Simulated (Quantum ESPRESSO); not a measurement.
PbF2 (Fluorocronite):

```
CELL_PARAMETERS angstrom
0.00000 2.96366 2.96366
2.96366 0.00000 2.96366
2.96366 2.96366 0.00000
ATOMIC_POSITIONS crystal
Pb 0.00000 0.00000 0.00000
F 0.75000 0.75000 0.75000
F 0.25000 0.25000 0.25000
```

Base run:

* Program: Quantum ESPRESSO 7.5
* Functional: BLYP
* Potentials or basis: GBRV 1.5 PBE
* Cutoff: 612 eV
* Density cutoff: 4898 eV
* k mesh: 6 × 6 × 6, shifted
* Occupations: fermi-dirac, width 0.05 eV
* Spin: no spin polarisation

Its results: pressure 4.8 GPa; electronic dielectric tensor (diagonal) 3.26.

After a change of settings the same cell gave: pressure -1.3 GPa; electronic dielectric tensor (diagonal) 3.38. Which change was it?
A. functional from BLYP to PBE; potentials or basis from GBRV 1.5 PBE to PseudoDojo 0.4.1 SR PBE standard; cutoff from 612 eV to 1143 eV; density cutoff from 4898 eV to 4572 eV
B. functional from BLYP to LDA; potentials or basis from GBRV 1.5 PBE to GBRV 1.5 LDA
C. functional from BLYP to WC
D. functional from BLYP to PBE

C.

WC binds more tightly than BLYP, so the same cell stands under less pressure.

Caveats: the potentials were made for another functional, which shifts forces and pressure; the cell is more than 3 GPa from zero pressure, which shifts response properties (some runs).

Not every run made on this cell is shown here.
